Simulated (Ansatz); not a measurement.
Consider the formal exchange of groups at a C–C bond: `CCCC(O)CO` + `O[SiH](O)O` → `OC[Si](O)(O)O` + `CCCCO`.

Computed with Ansatz on PBE0-D4/def2-TZVP structures; ΔE is electronic, products minus reactants. CBS: MP2 limit from def2 TZ/QZ plus the TZ coupled-cluster correction, frozen cores. Functionals use def2-TZVPP. B3LYP here is the variant with VWN-RPA as its local correlation; programs differ in this. One conformer a species, not always the lowest.

`CCCC(O)CO`:

```xyz
19

C     0.832   -2.276    1.205
C     0.778   -0.802    0.842
C     0.003   -0.553   -0.441
C     0.033    0.886   -0.915
O    -0.673    0.918   -2.154
C    -0.618    1.869    0.045
O    -1.972    1.566    0.266
H    -0.175   -2.682    1.340
H     1.319   -2.858    0.418
H     1.384   -2.440    2.133
H     1.798   -0.413    0.737
H     0.320   -0.245    1.665
H    -1.041   -0.855   -0.307
H     0.409   -1.173   -1.246
H     1.079    1.192   -1.067
H    -0.512    1.768   -2.573
H    -0.503    2.887   -0.364
H    -0.115    1.853    1.014
H    -2.347    1.358   -0.598
```

`O[SiH](O)O`:

```xyz
8

O     1.345   -0.130   -0.931
Si    0.049    0.335   -0.060
O    -0.110   -0.432    1.383
O    -1.310   -0.036   -0.887
H     1.319   -0.999   -1.337
H     0.239    1.784    0.141
H     0.551   -0.263    2.055
H    -2.083   -0.258   -0.365
```

`OC[Si](O)(O)O`:

Z-matrix (Å, degrees):
```
C
Si 1 1.868
O 1 1.423 2 111.4
H 1 1.100 2 109.9 3 124.3
H 1 1.094 2 110.9 3 -118.9
O 2 1.642 1 107.1 3 -45.9
O 2 1.635 1 105.6 3 -166.4
O 2 1.643 1 115.4 3 68.8
H 3 0.962 1 107.5 2 47.5
H 6 0.959 2 116.2 1 126.4
H 7 0.958 2 118.6 1 175.1
H 8 0.958 2 118.4 1 61.7
```

`CCCCO`:

Z-matrix (Å, degrees):
```
C
C 1 1.519
H 1 1.093 2 111.1
H 1 1.094 2 111.1 3 -119.6
H 1 1.092 2 111.6 3 120.2
C 2 1.520 1 112.9 3 59.6
H 2 1.096 1 109.6 3 -178.2
H 2 1.096 1 109.6 3 -62.3
C 6 1.515 2 112.9 1 179.5
H 6 1.096 2 110.1 1 -58.8
H 6 1.099 2 109.3 1 57.8
O 9 1.412 6 113.3 2 177.4
H 9 1.094 6 110.0 2 59.5
H 9 1.100 6 109.8 2 -57.9
H 12 0.961 9 108.2 6 58.9
```

```tsv
level	ΔE (kJ/mol)
B3LYP-D4	-5.3
HF/def2-TZVPP	-0.9
SCS-MP2/def2-TZVPP	4.7
MP2/def2-QZVPP	5.0
```

**Question.** What does CCSD(T)/CBS give? (Best estimate.)

**Answer.** The calculation gave: +2.6 kJ/mol. The listed levels differ from it by -7.9, -3.5, 2.1, 2.4 kJ/mol.

Largest T1 diagnostic among the species: 0.011.

In def2-TZVPP, CCSD(T) changes the Hartree–Fock value by +4.8 kJ/mol (the triples alone add +1.1 kJ/mol) and MP2 by +6.7 kJ/mol.

CCSD(T)/CBS has its own doubt, a few kJ/mol and more with outer-core shells, so smaller differences from it don't rank the levels.
